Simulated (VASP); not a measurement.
# PbS in VASP: one cell, several levels of theory

PbS built on the database structure prototype, under -3.3 % biaxial strain in x and y, free along z is computed at one geometry. Runs: PBE, r2SCAN.

Code: VASP 6.6.1. PAW datasets, plane waves. Calculated at 0 K for a non-magnetic cell.

### Step 1. The cell

The cell comes from an earlier relaxation with r2SCAN+rVV10 in another program, then strained, with the atoms relaxed again.

Space group R3m (No. 160), trigonal; a = 4.061 Å, c = 10.662 Å in the conventional setting, 25.37 Å³ an atom. Around Pb lie 6 S at 2.94–2.95 Å; around S lie 6 Pb at 2.94–2.95 Å.

Structure file:

```
CELL_PARAMETERS angstrom
2.03035 1.17223 3.55384
-2.03035 1.17223 3.55384
0.00000 -2.34445 3.55384
ATOMIC_POSITIONS crystal
Pb 0.97814 0.97814 0.97814
S 0.47746 0.47746 0.47746
```

### Step 2. Single point with PBE

Input file INCAR:

```
ENCUT = 520.000000
SIGMA = 0.020000
EDIFF = 1.00e-07
GGA = PE
PREC = Accurate
IBRION = -1
ISIF = 2
ISMEAR = -1
NBANDS = 17
NELM = 120
NSW = 0
LASPH = .TRUE.
LCHARG = .FALSE.
LWAVE = .FALSE.
LREAL = .FALSE.
```

Input file KPOINTS:

```
KPOINTS created by Atomic Simulation Environment
0
Gamma
8 8 8
0 0 0
```

Input file KPOINTS_OPT:

```
special points
8
Reciprocal
0.0000000000 0.0000000000 0.0000000000 1
-0.5000000000 -0.5000000000 -0.5000000000 1
-0.5000000000 -0.2499966092 -0.7500033908 1
-0.2499966092 0.2499966092 -0.5000000000 1
0.0000000000 0.0000000000 -0.5000000000 1
0.0000000000 0.3749983046 -0.3749983046 1
-0.3749983046 0.0000000000 -0.6250016954 1
-0.5000000000 0.0000000000 -0.5000000000 1
```

Input file POSCAR:

```
Pb S
 1.0000000000000000
     2.0303538912778363    1.1722253656461294    3.5538438819109945
    -2.0303538912778363    1.1722253656461294    3.5538438819109945
     0.0000000000000000   -2.3444507313922589    3.5538438818780098
 Pb  S
   1   1
Cartesian
 -0.0000000000000001 -0.0000000000978137 10.4285097546491734
  0.0000000000000000 -0.0000000000477456  5.0904298886688339
```

Potentials: the recommended PBE PAW datasets, 20 valence electrons in the neutral cell.

Command:

```console
$ mpirun -np 1 vasp_std
```

Standard output, without the iteration lines:

```text
POSCAR found type information on POSCAR PbS
 POSCAR found :  2 types and       2 ions
 LDA part: xc-table for (Slater+PW92), standard interpolation
 POSCAR, INCAR and KPOINTS ok, starting setup
 FFT: planning ... GRIDC
 FFT: planning ... GRID_SOFT
 FFT: planning ... GRID
 WAVECAR not read
 entering main loop
 Start KPOINTS_OPT (optional k-point list driver)
k-point batch [1-8\8]
```

OSZICAR:

```text
N       E                     dE             d eps       ncg     rms          rms(c)
DAV:   1     0.153435851682E+03    0.15344E+03   -0.92642E+03  2218   0.128E+03
DAV:   2     0.299669733055E+01   -0.15044E+03   -0.14450E+03  2323   0.316E+02
DAV:   3    -0.886915858994E+01   -0.11866E+02   -0.11730E+02  2906   0.909E+01
DAV:   4    -0.916647955931E+01   -0.29732E+00   -0.29595E+00  2841   0.155E+01
DAV:   5    -0.917682549078E+01   -0.10346E-01   -0.10345E-01  3218   0.294E+00    0.485E+00
DAV:   6    -0.870608465635E+01    0.47074E+00   -0.13160E+00  3475   0.804E+00    0.343E+00
DAV:   7    -0.870550495060E+01    0.57971E-03   -0.14231E-01  2581   0.192E+00    0.191E+00
DAV:   8    -0.870864818981E+01   -0.31432E-02   -0.14920E-02  2611   0.134E+00    0.181E-01
DAV:   9    -0.870833711878E+01    0.31107E-03   -0.27068E-03  3533   0.470E-01    0.862E-02
DAV:  10    -0.870848612151E+01   -0.14900E-03   -0.31135E-04  2457   0.115E-01    0.502E-02
DAV:  11    -0.870849443294E+01   -0.83114E-05   -0.67545E-05  3096   0.889E-02    0.211E-02
DAV:  12    -0.870849525300E+01   -0.82005E-06   -0.42795E-06  2829   0.184E-02    0.130E-03
DAV:  13    -0.870849532990E+01   -0.76905E-07   -0.99013E-08  2460   0.341E-03
   1 F= -.87084953E+01 E0= -.87084200E+01  d E =-.150724E-03
       N       E                     dE             ncg
DAV:   1     0.277172136568E+04   -0.41667E+04      272
DAV:   2     0.154418814376E+04   -0.12275E+04      297
DAV:   3     0.145043244534E+04   -0.93756E+02      357
DAV:   4     0.144805633337E+04   -0.23761E+01      351
DAV:   5     0.144796693915E+04   -0.89394E-01      392
DAV:   6     0.144796352459E+04   -0.34146E-02      408
DAV:   7     0.144796350659E+04   -0.17997E-04      397
DAV:   8     0.144796350626E+04   -0.33452E-06      384
DAV:   9     0.144796350625E+04   -0.56971E-08      285
```

The lines after F= are the extra pass for the points of KPOINTS_OPT, at fixed density; their E is not a total energy.

From OUTCAR:

```text
k-points           NKPTS =     65   k-points in BZ     NKDIM =     65   number of bands    NBANDS=     17

   NELECT =      20.0000    total number of electrons

   dimension x,y,z NGX =    32 NGY =   32 NGZ =   32
   dimension x,y,z NGXF=    64 NGYF=   64 NGZF=   64

  energy-cutoff  :      520.00
  volume of cell :       50.75
      direct lattice vectors                 reciprocal lattice vectors
     2.030353891  1.172225366  3.553843882     0.246262488  0.142179714  0.093795154
    -2.030353891  1.172225366  3.553843882    -0.246262488  0.142179714  0.093795154
     0.000000000 -2.344450731  3.553843882     0.000000000 -0.284359427  0.093795154

 k-points in reciprocal lattice and weights: KPOINTS created by Atomic Simulation Env
   0.00000000  0.00000000  0.00000000       0.002
   0.12500000 -0.00000000  0.00000000       0.012
   0.25000000 -0.00000000  0.00000000       0.012
   0.37500000 -0.00000000  0.00000000       0.012
   0.50000000 -0.00000000  0.00000000       0.006
   0.12500000  0.12500000  0.00000000       0.012
   0.25000000  0.12500000  0.00000000       0.023
   0.37500000  0.12500000  0.00000000       0.023
[... 57 more k-points ...]

 E-fermi :   6.2566

 k-point     1 :       0.0000    0.0000    0.0000
  band No.  band energies     occupation
      1     -10.7095      2.00000
      2     -10.7095      2.00000
      3     -10.6931      2.00000
      4     -10.6693      2.00000
      5     -10.6693      2.00000
      6      -7.6512      2.00000
      7       0.1551      2.00000
      8       3.5177      2.00000
      9       4.0763      2.00000
     10       4.0763      2.00000
     11      11.4945      0.00000
     12      11.4945      0.00000
     13      11.5028      0.00000
     14      12.3206      0.00000
     15      13.1714      0.00000
     16      13.1714      0.00000
     17      14.8565      0.00000

 k-point     2 :       0.1250   -0.0000    0.0000
  band No.  band energies     occupation
      1     -10.7116      2.00000
      2     -10.7002      2.00000
      3     -10.6879      2.00000
      4     -10.6739      2.00000
      5     -10.6711      2.00000
      6      -7.5080      2.00000
      7      -0.3018      2.00000
      8       3.6234      2.00000
      9       4.1019      2.00000
     10       4.3502      2.00000
     11      10.1574      0.00000
     12      10.6369      0.00000
     13      10.6617      0.00000
     14      12.7784      0.00000
     15      12.8977      0.00000
     16      13.5847      0.00000
     17      16.1531      0.00000

 k-point     3 :       0.2500   -0.0000    0.0000
  band No.  band energies     occupation
      1     -10.7196      2.00000
      2     -10.6872      2.00000
      3     -10.6855      2.00000
      4     -10.6772      2.00000
      5     -10.6612      2.00000
      6      -7.1097      2.00000
      7      -1.2903      2.00000
      8       3.8108      2.00000
      9       4.1805      2.00000
     10       4.9485      2.00000
     11       8.4037      0.00000
     12       9.3122      0.00000
     13       9.4021      0.00000
     14      12.9677      0.00000
     15      13.7054      0.00000
     16      14.5263      0.00000
     17      18.2491      0.00000

 k-point     4 :       0.3750   -0.0000    0.0000
  band No.  band energies     occupation
      1     -10.7307      2.00000
      2     -10.6965      2.00000
      3     -10.6916      2.00000
      4     -10.6546      2.00000
      5     -10.6434      2.00000
      6      -6.5895      2.00000
      7      -2.2780      2.00000
      8       4.0254      2.00000
      9       4.2904      2.00000
     10       5.5538      2.00000
     11       7.0782      0.00000
     12       8.2959      0.00000
     13       8.4691      0.00000
     14      13.7940      0.00000
     15      14.9809      0.00000
     16      15.8730      0.00000
     17      18.0681      0.00000

[... the tables of k-points 5 to 65 left out ...]

  Total        1.4983403      1.4983403      0.6077782      0.0000000      0.0000000      0.0000000
  in kB       47.3029903     47.3029903     19.1877142      0.0000000      0.0000000      0.0000000
  external PRESSURE =      37.9312316 kB  Pullay stress =       0.0000000 kB

 POSITION                                       TOTAL-FORCE (eV/Angst)
 -----------------------------------------------------------------------------------
      0.00000     -0.00000     10.42851         0.000000      0.000000     -0.003440
      0.00000     -0.00000      5.09043         0.000000     -0.000000      0.003440
 -----------------------------------------------------------------------------------
    total drift:                               -0.000000      0.000000     -0.000142

  FREE ENERGIE OF THE ION-ELECTRON SYSTEM (eV)
  ---------------------------------------------------
  free  energy   TOTEN  =        -8.7084953299 eV

  energy  without entropy=       -8.7083446056  energy(sigma->0) =       -8.70841997
```

Wall time 44 s (1 MPI rank of Intel Xeon Platinum 8488C, shared host); peak memory 0.22 GiB.

The levels at the points of KPOINTS_OPT are read from vasprun.xml.

Levels at the named points, in eV from the top of band v (v: the last filled band by count, c: the next):

```
point    v−1      v      c   c+1
    Γ  -2.41  -2.41   5.01  5.01
    T  -2.01   0.00   0.38  2.03
  H_2  -4.90  -1.39   1.83  4.17
  H_0  -4.90  -1.39   1.83  4.17
    L  -2.14  -0.37  -0.21  1.42
  S_0  -3.57  -2.91   2.87  3.65
  S_2  -3.57  -2.91   2.87  3.65
```

At the PBE level the bands overlap by 0.21 eV: a metal or semimetal. The pressure is 3.79 GPa; the forces vanish within 0.01 eV/Å.

### Step 3. r2SCAN

INCAR: that of step 2 with these lines changed.

```diff
@@ -3,3 +3,4 @@
 EDIFF = 1.00e-07
-GGA = PE
+ALGO = Normal
+METAGGA = R2SCAN
 PREC = Accurate
```

KPOINTS is that of step 2.

KPOINTS_OPT is that of step 2.

POSCAR is that of step 2.

Command:

```console
$ mpirun -np 1 vasp_std
```

Printed to the terminal (iteration lines stand in OSZICAR):

```text
POSCAR found type information on POSCAR PbS
 POSCAR found :  2 types and       2 ions
 -----------------------------------------------------------------------------
|                                                                             |
|                                                                             |
|     You enforced a specific xc type in the INCAR file but a different       |
|     I HOPE YOU KNOW WHAT YOU ARE DOING!                                     |
|                                                                             |
 -----------------------------------------------------------------------------

 LDA part: xc-table for (None), standard interpolation
 POSCAR, INCAR and KPOINTS ok, starting setup
 FFT: planning ... GRIDC
 FFT: planning ... GRID_SOFT
 FFT: planning ... GRID
 WAVECAR not read
 entering main loop
 Start KPOINTS_OPT (optional k-point list driver)
k-point batch [1-8\8]
```

OSZICAR:

```text
N       E                     dE             d eps       ncg     rms          rms(c)
DAV:   1     0.959507231170E+02    0.95951E+02   -0.94580E+03  2218   0.130E+03
DAV:   2    -0.581547312255E+02   -0.15411E+03   -0.14806E+03  2291   0.323E+02
DAV:   3    -0.703031889355E+02   -0.12148E+02   -0.12009E+02  2900   0.930E+01
DAV:   4    -0.706221660196E+02   -0.31898E+00   -0.31843E+00  2897   0.160E+01
DAV:   5    -0.706331006470E+02   -0.10935E-01   -0.10933E-01  3318   0.302E+00    0.493E+00
DAV:   6    -0.655599163473E+02    0.50732E+01   -0.21320E+00  2676   0.253E+01    0.380E+00
DAV:   7    -0.655512414110E+02    0.86749E-02   -0.30613E-01  2759   0.445E+00    0.248E+00
DAV:   8    -0.655624591003E+02   -0.11218E-01   -0.17398E-02  2859   0.175E+00    0.966E-01
DAV:   9    -0.655656057544E+02   -0.31467E-02   -0.58554E-03  2455   0.860E-01    0.229E-01
DAV:  10    -0.655655112670E+02    0.94487E-04   -0.71722E-04  3140   0.439E-01    0.710E-02
DAV:  11    -0.655656682239E+02   -0.15696E-03   -0.28755E-04  2604   0.137E-01    0.462E-02
DAV:  12    -0.655656393617E+02    0.28862E-04   -0.10005E-04  2863   0.154E-01    0.153E-02
DAV:  13    -0.655656406446E+02   -0.12829E-05   -0.73701E-06  2989   0.261E-02    0.359E-03
DAV:  14    -0.655656399254E+02    0.71924E-06   -0.11393E-06  2941   0.154E-02    0.744E-04
DAV:  15    -0.655656399060E+02    0.19366E-07   -0.25898E-08  1492   0.137E-03
   1 F= -.65565640E+02 E0= -.65565552E+02  d E =-.175707E-03
       N       E                     dE             ncg
DAV:   1     0.273131664012E+04   -0.42071E+04      272
DAV:   2     0.145930660407E+04   -0.12720E+04      297
DAV:   3     0.136180023403E+04   -0.97506E+02      356
DAV:   4     0.135936135938E+04   -0.24389E+01      360
DAV:   5     0.135926411701E+04   -0.97242E-01      416
DAV:   6     0.135926150801E+04   -0.26090E-02      383
DAV:   7     0.135926148859E+04   -0.19421E-04      416
DAV:   8     0.135926148830E+04   -0.29580E-06      349
DAV:   9     0.135926148829E+04   -0.69308E-08      288
```

OUTCAR, selected sections:

```text
k-points           NKPTS =     65   k-points in BZ     NKDIM =     65   number of bands    NBANDS=     17

   NELECT =      20.0000    total number of electrons

   dimension x,y,z NGX =    32 NGY =   32 NGZ =   32
   dimension x,y,z NGXF=    64 NGYF=   64 NGZF=   64

  energy-cutoff  :      520.00
  volume of cell :       50.75
      direct lattice vectors                 reciprocal lattice vectors
     2.030353891  1.172225366  3.553843882     0.246262488  0.142179714  0.093795154
    -2.030353891  1.172225366  3.553843882    -0.246262488  0.142179714  0.093795154
     0.000000000 -2.344450731  3.553843882     0.000000000 -0.284359427  0.093795154

 k-points in reciprocal lattice and weights: KPOINTS created by Atomic Simulation Env
   0.00000000  0.00000000  0.00000000       0.002
   0.12500000 -0.00000000  0.00000000       0.012
   0.25000000 -0.00000000  0.00000000       0.012
   0.37500000 -0.00000000  0.00000000       0.012
   0.50000000 -0.00000000  0.00000000       0.006
   0.12500000  0.12500000  0.00000000       0.012
   0.25000000  0.12500000  0.00000000       0.023
   0.37500000  0.12500000  0.00000000       0.023
[... 57 more k-points ...]

 E-fermi :   6.3783

 k-point     1 :       0.0000    0.0000    0.0000
  band No.  band energies     occupation
      1     -11.4555      2.00000
      2     -11.4555      2.00000
      3     -11.4375      2.00000
      4     -11.4145      2.00000
      5     -11.4145      2.00000
      6      -8.3922      2.00000
      7      -0.0245      2.00000
      8       3.2266      2.00000
      9       3.8011      2.00000
     10       3.8011      2.00000
     11      11.7135      0.00000
     12      11.7135      0.00000
     13      11.7580      0.00000
     14      12.6044      0.00000
     15      13.4705      0.00000
     16      13.4705      0.00000
     17      15.1724      0.00000

 k-point     2 :       0.1250   -0.0000    0.0000
  band No.  band energies     occupation
      1     -11.4579      2.00000
      2     -11.4463      2.00000
      3     -11.4324      2.00000
      4     -11.4194      2.00000
      5     -11.4165      2.00000
      6      -8.2459      2.00000
      7      -0.5361      2.00000
      8       3.3388      2.00000
      9       3.8288      2.00000
     10       4.1257      2.00000
     11      10.3456      0.00000
     12      10.8474      0.00000
     13      10.8541      0.00000
     14      13.0768      0.00000
     15      13.1747      0.00000
     16      13.8977      0.00000
     17      16.5379      0.00000

 k-point     3 :       0.2500   -0.0000    0.0000
  band No.  band energies     occupation
      1     -11.4669      2.00000
      2     -11.4325      2.00000
      3     -11.4324      2.00000
      4     -11.4228      2.00000
      5     -11.4061      2.00000
      6      -7.8403      2.00000
      7      -1.6077      2.00000
      8       3.5330      2.00000
      9       3.9122      2.00000
     10       4.8097      2.00000
     11       8.5398      0.00000
     12       9.4736      0.00000
     13       9.5389      0.00000
     14      13.2512      0.00000
     15      14.0378      0.00000
     16      14.8740      0.00000
     17      18.7343      0.00000

 k-point     4 :       0.3750   -0.0000    0.0000
  band No.  band energies     occupation
      1     -11.4791      2.00000
      2     -11.4441      2.00000
      3     -11.4371      2.00000
      4     -11.4003      2.00000
      5     -11.3882      2.00000
      6      -7.3156      2.00000
      7      -2.6492      2.00000
      8       3.7538      2.00000
      9       4.0258      2.00000
     10       5.4798      2.00000
     11       7.1679      0.00000
     12       8.4206      0.00000
     13       8.5728      0.00000
     14      14.1181      0.00000
     15      15.3574      0.00000
     16      16.2655      0.00000
     17      18.5563      0.00000

[... the tables of k-points 5 to 65 left out ...]

  Total        1.2545416      1.2545416      0.3177130      0.0000000      0.0000000      0.0000000
  in kB       39.6062020     39.6062020     10.0302808      0.0000000      0.0000000      0.0000000
  external PRESSURE =      29.7475616 kB  Pullay stress =       0.0000000 kB

 POSITION                                       TOTAL-FORCE (eV/Angst)
 -----------------------------------------------------------------------------------
      0.00000     -0.00000     10.42851         0.000000      0.000000     -0.001792
      0.00000     -0.00000      5.09043         0.000000     -0.000000      0.001792
 -----------------------------------------------------------------------------------
    total drift:                               -0.000000      0.000000     -0.000077

  FREE ENERGIE OF THE ION-ELECTRON SYSTEM (eV)
  ---------------------------------------------------
  free  energy   TOTEN  =       -65.5656399060 eV

  energy  without entropy=      -65.5654641986  energy(sigma->0) =      -65.56555205
```

It took 2.3 min on 1 MPI rank of Intel Xeon Platinum 8488C, shared host; peak memory 0.23 GiB.

The levels at the points of KPOINTS_OPT are read from vasprun.xml.

Near the gap, in eV above the top of the last filled band v; c is the band after it:

```csv
point,v−1,v,c,c+1
Γ,-2.60,-2.60,5.31,5.31
T,-2.18,0.00,0.65,2.22
H_2,-5.12,-1.51,2.07,4.48
H_0,-5.12,-1.51,2.07,4.48
L,-2.32,-0.40,0.00,1.61
S_0,-3.77,-3.03,3.12,3.92
S_2,-3.77,-3.03,3.12,3.92
```

r2SCAN leaves no gap to speak of (-0.001 eV). The pressure is 2.97 GPa; the forces vanish within 0.01 eV/Å.

### Step 4. What came out

| level | gap (eV) | pressure (GPa) |
| --- | --- | --- |
| PBE | -0.21 | 3.79 |
| r2SCAN | 0.00 | 2.97 |

A negative gap is an overlap of bands.

What this shows: No gap over 0.02 eV opens at any of these levels. Spin-orbit coupling is left out, though the cell holds Pb (Z = 82); in an element this heavy it can shift bands and gaps by tenths of an eV. The pressure is highest with PBE (3.8 GPa) and lowest with r2SCAN (3.0 GPa), which orders the cells that they would relax to.
